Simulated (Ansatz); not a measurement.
# BN: strong compression

How does BN (rocksalt type) answer strong compression, and how long do frozen cores keep up with all electrons? The runs shown use LAPW, crystal datasets and norm-conserving. Companion runs by PAW are cited. Its runs: the reference run (LAPW); volume scaled by 1 (crystal datasets and norm-conserving); volume scaled by 0.94 (LAPW); volume scaled by 0.88 (LAPW); volume scaled by 0.8 (LAPW and norm-conserving); volume scaled by 0.72 (LAPW and norm-conserving); volume scaled by 0.64 (LAPW); volume scaled by 0.55 (LAPW, crystal datasets and norm-conserving).

Computed with Ansatz 0.2.0 (DFT PBE, with the methods named in each step, unless a step's input says otherwise).

## (1) The structure to begin with

Symmetry: Fm-3m, No. 225, cubic system. Conventional cell: a = 3.503 Å, b = 3.503 Å, c = 3.503 Å, α = 90.00°, β = 90.00°, γ = 90.00°. B (site symmetry m-3m) has 6 N at 1.75 Å as nearest neighbours. N (site symmetry m-3m) is surrounded by 6 B at 1.75 Å.

Structure file:

```
CELL_PARAMETERS angstrom
0.00000 1.75174 1.75174
1.75174 0.00000 1.75174
1.75174 1.75174 0.00000
ATOMIC_POSITIONS crystal
B 0.00000 0.00000 0.00000
N 0.50000 0.50000 0.50000
```

Whether this phase is the stable one at these pressures isn't tested.

Atoms are numbered in the order of the input: B1, N2.

## (2) The reference volume, LAPW

Contents of input.yaml:

```yaml
crystal:
  lattice:
    - [0.0, 1.7517371241, 1.7517371241]
    - [1.7517371241, 0.0, 1.7517371241]
    - [1.7517371241, 1.7517371241, 0.0]
  atoms:
    - { symbol: B, position: [0.0, 0.0, 0.0] }
    - { symbol: "N", position: [0.5, 0.5, 0.5] }
kpoints:
  mp_grid: { grid: [15, 15, 15] }
  band_path:
    path:
      - [0.0, 0.0, 0.0]
      - [0.5, 0.0, 0.5]
      - [0.625, 0.25, 0.625]
      - [0.375, 0.375, 0.75]
      - [0.0, 0.0, 0.0]
      - [0.5, 0.5, 0.5]
      - [0.5, 0.25, 0.75]
      - [0.5, 0.0, 0.5]
    npoints: 14
scf:
  occupations: { method: fermi_dirac, width: 0.08 }
hamiltonian:
  xc: pbe
  pseudopotentials: { kind: all_electron, lapw: { basis_error: 0.001 } }
output:
  forces: true
  stress: true
  eigenvalues: true
  populations: true
  dos: { projected: true, de: 0.2, e_range: [-14, 8] }
```

The run is started by

```console
> ansatz run input.yaml --threads 1 --pin off --max-ram 2048MiB --backend cpu --events-out ev --progress --plain --runs-dir out
```

The log of the run (excerpt; [...] marks lines left out):

```text
B: projections on atomic orbitals take those of the free atom 1s2 2s2 2p1, of charge +0.00 (hamiltonian.pseudopotentials.projection_atoms)
N: projections on atomic orbitals take those of the free atom 1s2 2s2 2p3, of charge +0.00 (hamiltonian.pseudopotentials.projection_atoms)
LAPW: plane waves up to 9.744 Å⁻¹, error target 1.0e-3 eV per atom; small_component_spin mean_spin; B in spheres of 0.823 Å, 5 of its electrons in bands, Dirac shells []; N in spheres of 0.928 Å, 7 of its electrons in bands, Dirac shells []
[...]
Pseudopotentials: kind: all_electron
Pseudopotential: B, LAPW, valence charge 5, Koelling and Harmon's equation, gaussian nucleus
[...]
Entropy (-TS):   -0.000007 eV (-0.004 meV/atom)
Fermi energy:    15.403908 eV
[...]
--- Forces (eV/Å), atoms counted from 1 ---
  atom   1  B     -0.00000000     0.00000000    -0.00000000
  atom   2  N      0.00000000     0.00000000     0.00000000
[...]
--- Stress (GPa, compression-positive) ---
        0.089133      -0.000000      -0.000000
       -0.000000       0.089133       0.000000
       -0.000000       0.000000       0.089133
  P = ⅓ Tr σ = 0.0891 GPa (0.891 kbar)
--- Band table (eV; the first three rows and the last of 120) ---
  k-point 0: bands = ["-361.5007", "-161.4790", "-7.6418", "13.8534", "13.8534", "13.8534", "23.7414", "26.7203", "26.7203", "26.7203"]
[...]
--- Löwdin populations: 2 sites ---
  site symbol       q [e]
     0      B      4.5402
     1      N      7.4301
  spilling = 0.002481 (of n_electrons = 12.000000)
```

Wall time 7.1 s (1 thread of Intel Xeon Platinum 8488C (Sapphire Rapids), shared host); peak memory 0.32 GiB.

This run gives: pressure 0.09 GPa; gap 1.13 eV, indirect from K–Γ to X.

Levels at the path's labelled points, in eV from the valence-band top:

```tsv
point	band 3	band 4	band 5	band 6	band 7	band 8	band 9
Γ	-22.42	-0.92	-0.92	-0.92	8.97	11.95	11.95
X	-14.49	-11.83	-5.63	-5.63	1.13	8.80	14.47
U	-14.73	-10.60	-8.94	-4.39	3.19	11.12	12.53
K	-14.73	-10.60	-8.94	-4.39	3.19	11.12	12.53
Γ	-22.42	-0.92	-0.92	-0.92	8.97	11.95	11.95
L	-17.27	-12.54	-0.68	-0.68	5.14	5.14	7.13
W	-14.32	-9.45	-9.45	-6.97	7.02	7.70	14.25
X	-14.49	-11.83	-5.63	-5.63	1.13	8.80	14.47
```

States per cell in windows of 1 eV (zero at the valence-band top; grid of 0.20 eV, so sharp peaks spill over the borders):

```tsv
from	to	total	N 2p	B 2p	B 2s	N 2s
-10	-9	0.42	0.23	0.09	0.05	0.05
-9	-8	0.43	0.24	0.09	0.05	0.05
-8	-7	0.44	0.26	0.10	0.04	0.04
-7	-6	0.49	0.29	0.11	0.04	0.04
-6	-5	0.67	0.42	0.16	0.05	0.03
-5	-4	0.66	0.43	0.16	0.04	0.03
-4	-3	0.61	0.42	0.14	0.02	0.02
-3	-2	0.56	0.42	0.10	0.01	0.02
-2	-1	0.50	0.41	0.06	0.01	0.02
-1	0	0.40	0.36	0.03	0.00	0.01
0	1	0.00	0.00	0.00	0.00	0.00
1	2	0.04	0.00	0.00	0.03	0.01
2	3	0.15	0.01	0.03	0.10	0.02
3	4	0.28	0.02	0.09	0.14	0.02
4	5	0.45	0.04	0.21	0.17	0.03
5	6	0.78	0.08	0.47	0.18	0.04
```

## (3) Volume scaled by 1, crystal datasets

Contents of input.yaml:

```yaml
crystal:
  lattice:
    - [0.0, 1.7517371241, 1.7517371241]
    - [1.7517371241, 0.0, 1.7517371241]
    - [1.7517371241, 1.7517371241, 0.0]
  atoms:
    - { symbol: B, position: [0.0, 0.0, 0.0] }
    - { symbol: "N", position: [0.5, 0.5, 0.5] }
kpoints:
  mp_grid: { grid: [15, 15, 15] }
scf:
  occupations: { method: fermi_dirac, width: 0.08 }
hamiltonian:
  xc: pbe
  pseudopotentials: { kind: all_electron, datasets: crystal }
output:
  forces: true
  stress: true
  eigenvalues: true
```

The run is started by

```console
> ansatz run input.yaml --threads 1 --pin off --max-ram 2048MiB --backend cpu --events-out ev --progress --plain --runs-dir out
```

The log of the run (excerpt; [...] marks lines left out):

```text
[...]
Pseudopotentials: kind: all_electron
Pseudopotential: B, paw, valence charge 3, recommended cutoff 460 eV (normal), Koelling and Harmon's equation, gaussian nucleus
Pseudopotential: N, paw, valence charge 5, recommended cutoff 460 eV (normal), Koelling and Harmon's equation, gaussian nucleus
Functional definition: PBE
[...]
Crystal: 2 atoms, lattice volume = 10.751 Å³
[...]
  atom   1  B     -0.00000000     0.00000000     0.00000000
  atom   2  N      0.00000000    -0.00000000    -0.00000000
[...]
--- Stress (GPa, compression-positive) ---
        0.092050      -0.000000       0.000000
       -0.000000       0.092050      -0.000000
        0.000000      -0.000000       0.092050
  P = ⅓ Tr σ = 0.0921 GPa (0.921 kbar)
--- Band table (eV; the first three rows and the last of 120) ---
  k-point 0: bands = ["-7.6419", "13.8533", "13.8533", "13.8533", "23.7413", "26.7200"]
[...]
```

Wall time 5.9 s (1 thread of Intel Xeon Platinum 8488C (Sapphire Rapids), shared host); peak memory 0.4 GiB.

This run gives: pressure 0.09 GPa; gap on the k mesh 1.19 eV (an odd mesh misses the zone boundary).

## (4) Volume scaled by 1, norm-conserving

Changes to input.yaml since step 3:

```diff
@@ -14,3 +14,3 @@
   xc: pbe
-  pseudopotentials: { kind: all_electron, datasets: crystal }
+  pseudopotentials: { kind: nc }
 output:
```

The run is started by

```console
> ansatz run input.yaml --threads 1 --pin off --max-ram 2048MiB --backend cpu --events-out ev --progress --plain --runs-dir out
```

The log of the run (excerpt; [...] marks lines left out):

```text
[...]
Pseudopotentials: kind: nc
Pseudopotential: B, nc, valence charge 3, recommended cutoff 1116 eV (normal), B.nc.azcp
Pseudopotential: N, nc, valence charge 5, recommended cutoff 1240 eV (normal), N.nc.azcp
Functional definition: PBE
[...]
Crystal: 2 atoms, lattice volume = 10.751 Å³
Basis set: ecut = 1240 eV, 1067 PW (Γ), exchange–correlation on 60×60×60 points (8 copies of the dense FFT grid, shifted against one another)
[...]
  atom   1  B     -0.00000000     0.00000000     0.00000000
  atom   2  N      0.00000000    -0.00000000     0.00000000
[...]
--- Stress (GPa, compression-positive) ---
        0.267720      -0.000000      -0.000000
       -0.000000       0.267720      -0.000000
       -0.000000      -0.000000       0.267720
  P = ⅓ Tr σ = 0.2677 GPa (2.677 kbar)
--- Band table (eV; the first three rows and the last of 120) ---
  k-point 0: bands = ["-7.9710", "13.5307", "13.5307", "13.5307", "23.4321", "26.4169", "26.4169", "26.4169"]
[...]
```

Wall time 2.3 s (1 thread of Intel Xeon Platinum 8488C (Sapphire Rapids), shared host); peak memory 0.31 GiB.

Result: pressure 0.27 GPa; gap on the k mesh 1.21 eV (an odd mesh misses the zone boundary).

## (5) Volume scaled by 0.94, LAPW

Contents of input.yaml:

```yaml
crystal:
  lattice:
    - [0.0, 1.7159773529, 1.7159773529]
    - [1.7159773529, 0.0, 1.7159773529]
    - [1.7159773529, 1.7159773529, 0.0]
  atoms:
    - { symbol: B, position: [0.0, 0.0, 0.0] }
    - { symbol: "N", position: [0.5, 0.5, 0.5] }
kpoints:
  mp_grid: { grid: [15, 15, 15] }
scf:
  occupations: { method: fermi_dirac, width: 0.08 }
hamiltonian:
  xc: pbe
  pseudopotentials: { kind: all_electron, lapw: { basis_error: 0.001 } }
output:
  forces: true
  stress: true
  eigenvalues: true
  populations: true
```

The run is started by

```console
> ansatz run input.yaml --threads 1 --pin off --max-ram 2048MiB --backend cpu --events-out ev --progress --plain --runs-dir out
```

The log of the run (excerpt; [...] marks lines left out):

```text
B: projections on atomic orbitals take those of the free atom 1s2 2s2 2p1, of charge +0.00 (hamiltonian.pseudopotentials.projection_atoms)
N: projections on atomic orbitals take those of the free atom 1s2 2s2 2p3, of charge +0.00 (hamiltonian.pseudopotentials.projection_atoms)
[...]
        0.000000      26.683749      -0.000000
        0.000000      -0.000000      26.683749
  P = ⅓ Tr σ = 26.6837 GPa (266.837 kbar)
--- Band table (eV; the first three rows and the last of 120) ---
  k-point 0: bands = ["-360.2294", "-160.1626", "-7.3230", "14.9998", "14.9998", "14.9998", "26.2558", "28.5455", "28.5455", "28.5455"]
[...]
--- Löwdin populations: 2 sites ---
  site symbol       q [e]
     0      B      4.5414
     1      N      7.4283
  spilling = 0.002521 (of n_electrons = 12.000000)
```

Run time: 5.2 s. Hardware: 1 thread of Intel Xeon Platinum 8488C (Sapphire Rapids), shared host; peak memory 0.32 GiB.

This run gives: pressure 26.68 GPa; gap on the k mesh 1.66 eV (an odd mesh misses the zone boundary).

## (6) Volume scaled by 0.88, LAPW

Changes to input.yaml since step 5:

```diff
@@ -2,5 +2,5 @@
   lattice:
-    - [0.0, 1.7159773529, 1.7159773529]
-    - [1.7159773529, 0.0, 1.7159773529]
-    - [1.7159773529, 1.7159773529, 0.0]
+    - [0.0, 1.6786616081, 1.6786616081]
+    - [1.6786616081, 0.0, 1.6786616081]
+    - [1.6786616081, 1.6786616081, 0.0]
   atoms:
```

The run is started by

```console
> ansatz run input.yaml --threads 1 --pin off --max-ram 2048MiB --backend cpu --events-out ev --progress --plain --runs-dir out
```

The log of the run (excerpt; [...] marks lines left out):

```text
B: projections on atomic orbitals take those of the free atom 1s2 2s2 2p1, of charge +0.00 (hamiltonian.pseudopotentials.projection_atoms)
N: projections on atomic orbitals take those of the free atom 1s2 2s2 2p3, of charge +0.00 (hamiltonian.pseudopotentials.projection_atoms)
[...]
        0.000000      62.398610      -0.000000
        0.000000      -0.000000      62.398610
  P = ⅓ Tr σ = 62.3986 GPa (623.986 kbar)
--- Band table (eV; the first three rows and the last of 120) ---
  k-point 0: bands = ["-358.8137", "-158.7041", "-6.9613", "16.2864", "16.2864", "16.2864", "29.1036", "30.5839", "30.5839", "30.5839"]
[...]
--- Löwdin populations: 2 sites ---
  site symbol       q [e]
     0      B      4.5431
     1      N      7.4261
  spilling = 0.002562 (of n_electrons = 12.000000)
```

Run time: 5.7 s. Hardware: 1 thread of Intel Xeon Platinum 8488C (Sapphire Rapids), shared host; peak memory 0.32 GiB.

Read from it: pressure 62.40 GPa; gap on the k mesh 2.19 eV (an odd mesh misses the zone boundary).

## (7) Volume scaled by 0.8, LAPW

Changes to input.yaml since step 6:

```diff
@@ -2,5 +2,5 @@
   lattice:
-    - [0.0, 1.6786616081, 1.6786616081]
-    - [1.6786616081, 0.0, 1.6786616081]
-    - [1.6786616081, 1.6786616081, 0.0]
+    - [0.0, 1.6261686949, 1.6261686949]
+    - [1.6261686949, 0.0, 1.6261686949]
+    - [1.6261686949, 1.6261686949, 0.0]
   atoms:
```

The run is started by

```console
> ansatz run input.yaml --threads 1 --pin off --max-ram 2048MiB --backend cpu --events-out ev --progress --plain --runs-dir out
```

The log of the run (excerpt; [...] marks lines left out):

```text
B: projections on atomic orbitals take those of the free atom 1s2 2s2 2p1, of charge +0.00 (hamiltonian.pseudopotentials.projection_atoms)
N: projections on atomic orbitals take those of the free atom 1s2 2s2 2p3, of charge +0.00 (hamiltonian.pseudopotentials.projection_atoms)
[...]
       -0.000000     130.190015       0.000000
        0.000000       0.000000     130.190015
  P = ⅓ Tr σ = 130.1900 GPa (1301.900 kbar)
--- Band table (eV; the first three rows and the last of 120) ---
  k-point 0: bands = ["-356.6537", "-156.4983", "-6.3938", "18.2698", "18.2698", "18.2698", "33.5433", "33.7060", "33.7060", "33.7060"]
[...]
--- Löwdin populations: 2 sites ---
  site symbol       q [e]
     0      B      4.5460
     1      N      7.4225
  spilling = 0.002620 (of n_electrons = 12.000000)
```

Run time: 5.9 s. Hardware: 1 thread of Intel Xeon Platinum 8488C (Sapphire Rapids), shared host; peak memory 0.32 GiB.

Read from it: pressure 130.19 GPa; gap on the k mesh 3.02 eV (an odd mesh misses the zone boundary).

## (8) Volume scaled by 0.8, norm-conserving

Changes to input.yaml since step 7:

```diff
@@ -14,3 +14,3 @@
   xc: pbe
-  pseudopotentials: { kind: all_electron, lapw: { basis_error: 0.001 } }
+  pseudopotentials: { kind: nc }
 output:
@@ -19,2 +19 @@
   eigenvalues: true
-  populations: true
```

The run is started by

```console
> ansatz run input.yaml --threads 1 --pin off --max-ram 2048MiB --backend cpu --events-out ev --progress --plain --runs-dir out
```

The log of the run (excerpt; [...] marks lines left out):

```text
[...]
Pseudopotentials: kind: nc
Pseudopotential: B, nc, valence charge 3, recommended cutoff 1116 eV (normal), B.nc.azcp
Pseudopotential: N, nc, valence charge 5, recommended cutoff 1240 eV (normal), N.nc.azcp
Functional definition: PBE
[...]
Crystal: 2 atoms, lattice volume = 8.601 Å³
Basis set: ecut = 1240 eV, 869 PW (Γ), exchange–correlation on 54×54×54 points (8 copies of the dense FFT grid, shifted against one another)
[...]
  atom   1  B     -0.00000000     0.00000000    -0.00000000
  atom   2  N      0.00000000     0.00000000     0.00000000
[...]
--- Stress (GPa, compression-positive) ---
      130.352389       0.000000       0.000000
        0.000000     130.352389       0.000000
       -0.000000      -0.000000     130.352389
  P = ⅓ Tr σ = 130.3524 GPa (1303.524 kbar)
--- Band table (eV; the first three rows and the last of 120) ---
  k-point 0: bands = ["-6.8129", "17.8624", "17.8624", "17.8624", "33.1485", "33.3118", "33.3118", "33.3118"]
[...]
```

Wall time 1.7 s (1 thread of Intel Xeon Platinum 8488C (Sapphire Rapids), shared host); peak memory 0.28 GiB.

This run gives: pressure 130.35 GPa; gap on the k mesh 3.03 eV (an odd mesh misses the zone boundary).

## (9) Volume scaled by 0.72, LAPW

Contents of input.yaml:

```yaml
crystal:
  lattice:
    - [0.0, 1.5700486125, 1.5700486125]
    - [1.5700486125, 0.0, 1.5700486125]
    - [1.5700486125, 1.5700486125, 0.0]
  atoms:
    - { symbol: B, position: [0.0, 0.0, 0.0] }
    - { symbol: "N", position: [0.5, 0.5, 0.5] }
kpoints:
  mp_grid: { grid: [15, 15, 15] }
scf:
  occupations: { method: fermi_dirac, width: 0.08 }
hamiltonian:
  xc: pbe
  pseudopotentials: { kind: all_electron, lapw: { basis_error: 0.001 } }
output:
  forces: true
  stress: true
  eigenvalues: true
  populations: true
```

The run is started by

```console
> ansatz run input.yaml --threads 1 --pin off --max-ram 2048MiB --backend cpu --events-out ev --progress --plain --runs-dir out
```

The log of the run (excerpt; [...] marks lines left out):

```text
B: projections on atomic orbitals take those of the free atom 1s2 2s2 2p1, of charge +0.00 (hamiltonian.pseudopotentials.projection_atoms)
N: projections on atomic orbitals take those of the free atom 1s2 2s2 2p3, of charge +0.00 (hamiltonian.pseudopotentials.projection_atoms)
[...]
        0.000000     232.813300       0.000000
        0.000000       0.000000     232.813300
  P = ⅓ Tr σ = 232.8133 GPa (2328.133 kbar)
--- Band table (eV; the first three rows and the last of 120) ---
  k-point 0: bands = ["-354.1025", "-153.9275", "-5.6955", "20.6450", "20.6450", "20.6450", "37.4138", "37.4138", "37.4138", "38.9311"]
[...]
--- Löwdin populations: 2 sites ---
  site symbol       q [e]
     0      B      4.5494
     1      N      7.4185
  spilling = 0.002682 (of n_electrons = 12.000000)
```

Wall time 6.3 s (1 thread of Intel Xeon Platinum 8488C (Sapphire Rapids), shared host); peak memory 0.32 GiB.

Read from it: pressure 232.81 GPa; gap on the k mesh 4.02 eV (an odd mesh misses the zone boundary).

## (10) Volume scaled by 0.72, norm-conserving

Changes to input.yaml since step 9:

```diff
@@ -14,3 +14,3 @@
   xc: pbe
-  pseudopotentials: { kind: all_electron, lapw: { basis_error: 0.001 } }
+  pseudopotentials: { kind: nc }
 output:
@@ -19,2 +19 @@
   eigenvalues: true
-  populations: true
```

The run is started by

```console
> ansatz run input.yaml --threads 1 --pin off --max-ram 2048MiB --backend cpu --events-out ev --progress --plain --runs-dir out
```

The log of the run (excerpt; [...] marks lines left out):

```text
[...]
Pseudopotentials: kind: nc
Pseudopotential: B, nc, valence charge 3, recommended cutoff 1116 eV (normal), B.nc.azcp
Pseudopotential: N, nc, valence charge 5, recommended cutoff 1240 eV (normal), N.nc.azcp
Functional definition: PBE
[...]
Crystal: 2 atoms, lattice volume = 7.741 Å³
Basis set: ecut = 1240 eV, 749 PW (Γ), exchange–correlation on 54×54×54 points (8 copies of the dense FFT grid, shifted against one another)
[...]
  atom   1  B     -0.00000000     0.00000000     0.00000000
  atom   2  N      0.00000000     0.00000000    -0.00000000
[...]
--- Stress (GPa, compression-positive) ---
      233.020673      -0.000000      -0.000000
       -0.000000     233.020673      -0.000000
       -0.000000      -0.000000     233.020673
  P = ⅓ Tr σ = 233.0207 GPa (2330.207 kbar)
--- Band table (eV; the first three rows and the last of 120) ---
  k-point 0: bands = ["-6.1651", "20.1916", "20.1916", "20.1916", "36.9683", "36.9683", "36.9683", "38.4902"]
[...]
```

Wall time 1.6 s (1 thread of Intel Xeon Platinum 8488C (Sapphire Rapids), shared host); peak memory 0.29 GiB.

In short: pressure 233.02 GPa; gap on the k mesh 4.03 eV (an odd mesh misses the zone boundary).

## (11) Volume scaled by 0.64, LAPW

Contents of input.yaml:

```yaml
crystal:
  lattice:
    - [0.0, 1.5096012912, 1.5096012912]
    - [1.5096012912, 0.0, 1.5096012912]
    - [1.5096012912, 1.5096012912, 0.0]
  atoms:
    - { symbol: B, position: [0.0, 0.0, 0.0] }
    - { symbol: "N", position: [0.5, 0.5, 0.5] }
kpoints:
  mp_grid: { grid: [15, 15, 15] }
scf:
  occupations: { method: fermi_dirac, width: 0.08 }
hamiltonian:
  xc: pbe
  pseudopotentials: { kind: all_electron, lapw: { basis_error: 0.001 } }
output:
  forces: true
  stress: true
  eigenvalues: true
  populations: true
```

The run is started by

```console
> ansatz run input.yaml --threads 1 --pin off --max-ram 2048MiB --backend cpu --events-out ev --progress --plain --runs-dir out
```

The log of the run (excerpt; [...] marks lines left out):

```text
B: projections on atomic orbitals take those of the free atom 1s2 2s2 2p1, of charge +0.00 (hamiltonian.pseudopotentials.projection_atoms)
N: projections on atomic orbitals take those of the free atom 1s2 2s2 2p3, of charge +0.00 (hamiltonian.pseudopotentials.projection_atoms)
[...]
        0.000000     391.859632       0.000000
       -0.000000       0.000000     391.859632
  P = ⅓ Tr σ = 391.8596 GPa (3918.596 kbar)
--- Band table (eV; the first three rows and the last of 120) ---
  k-point 0: bands = ["-351.0390", "-150.8920", "-4.8116", "23.5458", "23.5458", "23.5458", "41.8995", "41.8995", "41.8995", "45.6038"]
[...]
--- Löwdin populations: 2 sites ---
  site symbol       q [e]
     0      B      4.5526
     1      N      7.4143
  spilling = 0.002752 (of n_electrons = 12.000000)
```

It took 5.6 s on 1 thread of Intel Xeon Platinum 8488C (Sapphire Rapids), shared host; peak memory 0.32 GiB.

Result: pressure 391.86 GPa; gap on the k mesh 5.17 eV (an odd mesh misses the zone boundary).

(Part 1 of 2 ends here.)
